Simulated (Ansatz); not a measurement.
## Bands, cutoff and cost in G0W0 for SiO2 (Stishovite)

Wanted: a G0W0 gap for SiO2 (Stishovite) that is converged in bands and cutoff, or an estimate of the limit.

Method: G0W0 on PBE, plane waves, PAW, in Ansatz 0.2.0.

This is a report of a sequence of runs, with most program output left out.

## 1. Set-up

It takes space group P4_2/mnm (No. 136, tetragonal). The conventional cell has a = 4.177 Å, b = 4.177 Å, c = 2.665 Å, α = 90.00°, β = 90.00°, γ = 90.00°. Nearest to Si lie 6 O at 1.76 to 1.81 Å. Nearest to O lie 3 Si at 1.76 to 1.81 Å. Farther neighbours and most contacts between anions are not listed.

The cell and positions come from the Crystallography Open Database and are kept as given unless a step says otherwise. The default PAW set here is soft_2. Its files were made with PBE.

## 2. 60 empty bands, screening to 69 eV

G0W0 replaces the xc potential by the self-energy, built once from these orbitals. Only a window of levels is corrected, while the sums run over the empty bands that the input names.

The input, input.yaml:

```yaml
crystal:
  lattice:
    - [4.1773, 0.0, 0.0]
    - [0.0, 4.1773, 0.0]
    - [0.0, 0.0, 2.6652]
  atoms:
    - { symbol: Si, position: [0.0, 0.0, 0.0] }
    - { symbol: Si, position: [0.5, 0.5, 0.5] }
    - { symbol: O, position: [0.3059, 0.3059, 0.0] }
    - { symbol: O, position: [0.1941, 0.8059, 0.5] }
    - { symbol: O, position: [0.6941, 0.6941, 0.0] }
    - { symbol: O, position: [0.8059, 0.1941, 0.5] }
kpoints:
  mp_grid: { grid: [4, 4, 6] }
hamiltonian:
  xc: pbe
scf:
  occupations: { method: fixed }
gw:
  n_empty_bands: 60
  ecut_chi: 69
  qp_bands: [v2, c2]
  qp_kpoints: band_edges
  screening: { model: contour_deformation }
```

Command:

```bash
> ansatz run input.yaml --threads 3 --pin off --max-ram 92160MiB --backend cuda --events-out ev --progress --plain --runs-dir out --devices 1 --max-vram 13GiB
```

Wall time 12 s (1 × NVIDIA H100 80GB HBM3 (shared by 6 runs) with 3 threads of AMD EPYC 7R13 (Zen 3), shared host); peak memory 0.99 GiB; 11 s of CPU time.

This step gave:

| Item | Value |
| --- | --- |
| bands summed | 76 |
| RPA ε∞ on this mesh (eigenvalues) | 3.274, 3.274, 3.444 |
| plane waves in the screening matrix | 67 |
| q-points in the mesh | 96 |
| G0W0 gap on the mesh | 8.301 eV |
| k of the valence top | 0, 0, 0 |
| k of the conduction bottom | 0, 0, 0 |
| starting gap on the mesh | 5.638 eV |
| Z at the valence top | 0.8201 |
| Z at the conduction bottom | 0.8536 |
| least direct G0W0 gap on the computed points | 8.301 eV |

The gap on the mesh goes from 5.64 eV to 8.30 eV, a correction of +2.66 eV. Between the two edge states, bare exchange in place of the xc potential would open the gap by 11.99 eV, and correlation takes back 9.33 eV.

## 3. 171 empty bands, screening to 138 eV

Another rung: the empty bands reach about as high as the screening cutoff, so the two stay in balance.

Edit input.yaml of step 2 so:

```diff
@@ -19,4 +19,4 @@
 gw:
-  n_empty_bands: 60
-  ecut_chi: 69
+  n_empty_bands: 171
+  ecut_chi: 138
   qp_bands: [v2, c2]
```

The job ended after 12 s (1 × NVIDIA H100 80GB HBM3 (shared by 6 runs) with 3 threads; peak memory 1.2 GiB).

This step gave:

* bands summed: 187
* RPA ε∞ on this mesh (eigenvalues): 3.230, 3.230, 3.388
* plane waves in the screening matrix: 181
* q-points in the mesh: 96
* G0W0 gap on the mesh: 8.491 eV
* k of the valence top: 0, 0, 0
* k of the conduction bottom: 0, 0, 0
* starting gap on the mesh: 5.638 eV
* Z at the valence top: 0.8126
* Z at the conduction bottom: 0.8465
* least direct G0W0 gap on the computed points: 8.491 eV

Against the run with 4×4×6 mesh, 60 empty bands, screening to 69 eV, the gap moves by +0.19 eV.

## 4. 368 empty bands, screening to 230 eV

Edit input.yaml of step 3 so:

```diff
@@ -19,4 +19,4 @@
 gw:
-  n_empty_bands: 171
-  ecut_chi: 138
+  n_empty_bands: 368
+  ecut_chi: 230.0
   qp_bands: [v2, c2]
```

The job ended after 19 s (1 × NVIDIA H100 80GB HBM3 (shared by 6 runs) with 3 threads; peak memory 1.7 GiB; 24 s of CPU time).

Numbers from this step:

- bands summed: 384
- RPA ε∞ on this mesh (eigenvalues): 3.218, 3.218, 3.383
- plane waves in the screening matrix: 351
- G0W0 gap on the mesh: 8.612 eV
- k of the valence top: 0, 0, 0
- k of the conduction bottom: 0, 0, 0
- starting gap on the mesh: 5.638 eV
- least direct G0W0 gap on the computed points: 8.612 eV

Against the run with 4×4×6 mesh, 171 empty bands, screening to 138 eV, the gap moves by +0.12 eV.

## 5. Changing the k mesh: 4×4×4 mesh, 171 empty bands, screening to 138 eV

Only the mesh changes. It samples the long-range screening, which converges on its own terms. Bands and cutoff differ from the step before, so it is read against an earlier run that matches them.

Edit input.yaml of step 4 so:

```diff
@@ -13,3 +13,3 @@
 kpoints:
-  mp_grid: { grid: [4, 4, 6] }
+  mp_grid: { grid: [4, 4, 4] }
 hamiltonian:
@@ -19,4 +19,4 @@
 gw:
-  n_empty_bands: 368
-  ecut_chi: 230.0
+  n_empty_bands: 171
+  ecut_chi: 138
   qp_bands: [v2, c2]
```

Run time: 8.9 s. Hardware: 1 × NVIDIA H100 80GB HBM3 (shared by 6 runs) with 3 threads; peak memory 1.1 GiB.

This step gave:

* bands summed: 187
* RPA ε∞ on this mesh (eigenvalues): 3.235, 3.235, 3.470
* plane waves in the screening matrix: 181
* G0W0 gap on the mesh: 8.484 eV
* k of the valence top: 0, 0, 0
* k of the conduction bottom: 0, 0, 0
* starting gap on the mesh: 5.636 eV
* least direct G0W0 gap on the computed points: 8.484 eV

Against the run with 4×4×6 mesh, 171 empty bands, screening to 138 eV, the gap moves by −0.006 eV.

## 6. Changing the frequency model: 4×4×6 mesh, 368 empty bands, screening to 230 eV, plasmon pole

A plasmon pole stands in for the full frequency dependence of the screening; this run shows what that costs in accuracy. Bands and cutoff differ from the step before, so it is read against an earlier run that matches them.

input.yaml, the sections that differ from step 5:

```yaml
kpoints:
  mp_grid: { grid: [4, 4, 6] }
gw:
  n_empty_bands: 368
  ecut_chi: 230.0
  qp_bands: [v2, c2]
  qp_kpoints: band_edges
  screening: { model: godby_needs }
# crystal, hamiltonian, scf: as in step 5
```

Elapsed: 21 s, on 1 × NVIDIA H100 80GB HBM3 (shared by 6 runs) with 3 threads; peak memory 2 GiB; 18 s of CPU time.

This step gave:

```
bands summed                                 : 384
plasmon-pole fit frequency                   : 30.80 eV
RPA ε∞ on this mesh (eigenvalues)            : 3.218, 3.218, 3.383
plane waves in the screening matrix          : 351
G0W0 gap on the mesh                         : 8.560 eV
k of the valence top                         : 0, 0, 0
k of the conduction bottom                   : 0, 0, 0
starting gap on the mesh                     : 5.638 eV
least direct G0W0 gap on the computed points : 8.560 eV
```

Against the run with 4×4×6 mesh, 368 empty bands, screening to 230 eV, the gap moves by −0.05 eV.

## 7. Changing the files and raising the bands: 4×4×6 mesh, 546 empty bands, screening to 299 eV, hard PAW files

Other atomic data (hard PAW) test the pseudisation: the cutoff goes from 420 to 930 eV, with the same valence electrons. Bands and screening cutoff change too, so the step is no clean test of the files.

Edit input.yaml of step 6 so:

```diff
@@ -16,2 +16,3 @@
   xc: pbe
+  pseudopotentials: { kind: paw, source: ansatz }
 scf:
@@ -19,6 +20,6 @@
 gw:
-  n_empty_bands: 368
-  ecut_chi: 230.0
+  n_empty_bands: 546
+  ecut_chi: 299.0
   qp_bands: [v2, c2]
   qp_kpoints: band_edges
-  screening: { model: godby_needs }
+  screening: { model: contour_deformation }
```

It took 31 s on 1 × NVIDIA H100 80GB HBM3 (shared by 6 runs) with 3 threads; peak memory 2.9 GiB; 49 s of CPU time.

Numbers from this step:

* bands summed: 562
* RPA ε∞ on this mesh (eigenvalues): 3.212, 3.212, 3.376
* plane waves in the screening matrix: 523
* G0W0 gap on the mesh: 8.723 eV
* k of the valence top: 0, 0, 0
* k of the conduction bottom: 0, 0, 0
* starting gap on the mesh: 5.627 eV
* least direct G0W0 gap on the computed points: 8.723 eV

Against the run with 4×4×6 mesh, 368 empty bands, screening to 230 eV, the gap moves by +0.11 eV.

## 8. The runs together

Times are wall times on 1 × NVIDIA H100 80GB HBM3 (shared by 6 runs) with 3 threads of AMD EPYC 7R13 (Zen 3), shared host, good to a factor of about two.

| mesh | files | frequency | bands summed | cutoff (eV) | start (eV) | G0W0 (eV) | time | host memory (GiB) |
| --- | --- | --- | --- | --- | --- | --- | --- | --- |
| 4×4×6 | default PAW | contour deformation | 76 | 69 | 5.638 | 8.301 | 12 s | 0.99 |
| 4×4×6 | default PAW | contour deformation | 187 | 138 | 5.638 | 8.491 | 12 s | 1.2 |
| 4×4×6 | default PAW | contour deformation | 384 | 230 | 5.638 | 8.612 | 19 s | 1.7 |
| 4×4×4 | default PAW | contour deformation | 187 | 138 | 5.636 | 8.484 | 8.9 s | 1.1 |
| 4×4×6 | default PAW | plasmon pole | 384 | 230 | 5.638 | 8.560 | 21 s | 2.0 |
| 4×4×6 | hard PAW | contour deformation | 562 | 299 | 5.627 | 8.723 | 31 s | 2.9 |

How the two edges are built up, in eV (the quasiparticle level is the starting level plus Σx plus Σc less Vxc):

| run | edge | start | Σx | Σc | Vxc | Z | QP |
| --- | --- | --- | --- | --- | --- | --- | --- |
| 76 bands | valence top | 10.61 | -28.27 | 5.13 | -22.27 | 0.82 | 9.75 |
| 76 bands | conduction bottom | 16.25 | -13.82 | -4.19 | -19.81 | 0.85 | 18.06 |
| 187 bands | valence top | 10.61 | -28.27 | 4.75 | -22.27 | 0.81 | 9.37 |
| 187 bands | conduction bottom | 16.25 | -13.82 | -4.38 | -19.81 | 0.85 | 17.87 |
| 384 bands | valence top | 10.61 | -28.27 | 4.46 | -22.27 | 0.81 | 9.08 |
| 384 bands | conduction bottom | 16.25 | -13.82 | -4.56 | -19.81 | 0.84 | 17.69 |

## 9. Outcome

| Item | Value |
| --- | --- |
| 76 bands, 69 eV | 8.301 eV |
| 187 bands, 138 eV | 8.491 eV |
| 384 bands, 230 eV | 8.612 eV |
| estimated limit in bands and cutoff | 8.73 eV |
| mesh and start | 4×4×6, PBE |

In words: A line in one over the bands through the two highest rungs gives 8.73 eV, +0.12 eV from the top rung; the pair below gives 8.62 eV, so the estimate is still climbing. The rungs stand 0.43 eV (76 bands), 0.24 eV (187 bands) and 0.12 eV (384 bands) from it. From 76 to 384 bands the gap moves by +0.31 eV. Σc changes by −0.67 eV at the valence top and −0.36 eV at the conduction bottom, so both edges matter. On the 4×4×4 mesh in place of 4×4×6 the gap differs by −0.01 eV, of which −0.001 eV is already in the start. The plasmon-pole model gives −0.05 eV against contour deformation, 2 % of the correction, and saved no time in this program. With hard PAW files and 562 bands the gap is 8.72 eV; the line for the default PAW files gives 8.65 eV at that count, a difference of +0.07 eV that holds the line's own error too. The 4×4×6 mesh is coarse for this cell (its supercell is 16 Å along the shortest edge). The RPA ε∞ on it, from the PBE start, is 3.22 and 3.38; such meshes misread the long-range screening, most where the gap is narrow.

[Paths, hosts, dates, memory and timing lines, banners, echoed tables and standing remarks are left out of the program output.]

[Logs are printed without paths, hosts, clocks, repeated set-up lines and the standing remarks that a program may print on its own settings, such as how far it seeks lower states.]

[Runs of the session that timed out or met a known fault of the program may be left out.]

[Cells called generated may have been cut or substituted from an entry of the Crystallography Open Database or the Materials Project.]

[Hosts, paths, dates, database ids (printed as entryN), source tags and the programs' standing remarks are cut or masked in the printed files.]
